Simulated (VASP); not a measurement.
# VASP 6.6.1 run: SnO

INCAR

```
ISMEAR = -1
LREAL = .FALSE.
NBANDS = 17
ENCUT = 520
NELM = 94
GGA = PE
NSW = 0
LASPH = .TRUE.
EDIFF = 1E-7
MAXMIX = 5
ISIF = 2
IBRION = -1
PREC = Accurate
LWAVE = .FALSE.
LCHARG = .FALSE.
SIGMA = 0.02
```

KPOINTS

```
KPOINTS created by Atomic Simulation Environment
0
Gamma
8 8 8
0 0 0
```

POSCAR

```
Sn O
 1.0000000000000000
     0.0000000000000000    2.5910107872000001    2.5369732568000001
     2.5910107872000001    0.0000000000000000    2.5369732568000001
     2.5910107872000001    2.5910107872000001    0.0000000000000000
 Sn  O
   1   1
Cartesian
  0.0000000000000000  0.0000000000000000  0.0000000000000000
  2.5910107871999997  2.5910107871999997  2.5369732568000001
```

The recommended PBE PAW datasets give the neutral cell 20 valence electrons.

Command

```
mpirun -np 1 vasp_std
```

**Question.** Predict the outcome of this run.

**Answer.** It converged. Results: gap between bands v and c on the k mesh 0.84 eV; least direct gap on the k mesh 0.88 eV; pressure -1.5 GPa. Band v is the last that the valence electrons fill when counted band by band, and c is the next.

OSZICAR

```
N       E                     dE             d eps       ncg     rms          rms(c)
DAV:   1     0.149107462474E+03    0.14911E+03   -0.10359E+04  2048   0.175E+03
DAV:   2     0.180618850901E+01   -0.14730E+03   -0.13958E+03  2247   0.383E+02
DAV:   3    -0.120735008888E+02   -0.13880E+02   -0.13795E+02  2301   0.105E+02
DAV:   4    -0.123763719554E+02   -0.30287E+00   -0.30266E+00  2490   0.164E+01
DAV:   5    -0.123836876996E+02   -0.73157E-02   -0.73151E-02  2678   0.247E+00    0.825E+00
DAV:   6    -0.108019112045E+02    0.15818E+01   -0.13266E+01  2461   0.419E+01    0.527E+00
DAV:   7    -0.104950574483E+02    0.30685E+00   -0.21891E+00  2409   0.799E+00    0.138E+00
DAV:   8    -0.104761746115E+02    0.18883E-01   -0.17110E-01  2180   0.323E+00    0.312E-01
DAV:   9    -0.104755882473E+02    0.58636E-03   -0.46150E-03  2447   0.508E-01    0.111E-01
DAV:  10    -0.104758721183E+02   -0.28387E-03   -0.80385E-04  2630   0.376E-01    0.582E-02
DAV:  11    -0.104758120575E+02    0.60061E-04   -0.72544E-05  2823   0.131E-01    0.350E-02
DAV:  12    -0.104757910402E+02    0.21017E-04   -0.47106E-05  2416   0.804E-02    0.689E-03
DAV:  13    -0.104757899363E+02    0.11039E-05   -0.49606E-06  2712   0.154E-02    0.245E-03
DAV:  14    -0.104757903129E+02   -0.37654E-06   -0.10761E-06  2651   0.183E-02    0.789E-04
DAV:  15    -0.104757902609E+02    0.52006E-07   -0.50886E-08  1548   0.336E-03
   1 F= -.10475790E+02 E0= -.10475790E+02  d E =-.343570E-10
```

For comparison, a separate PBE run of the intended cell, on usual settings and not on those above, gives a gap of 0.84 eV on its mesh and a pressure of -1.5 GPa.
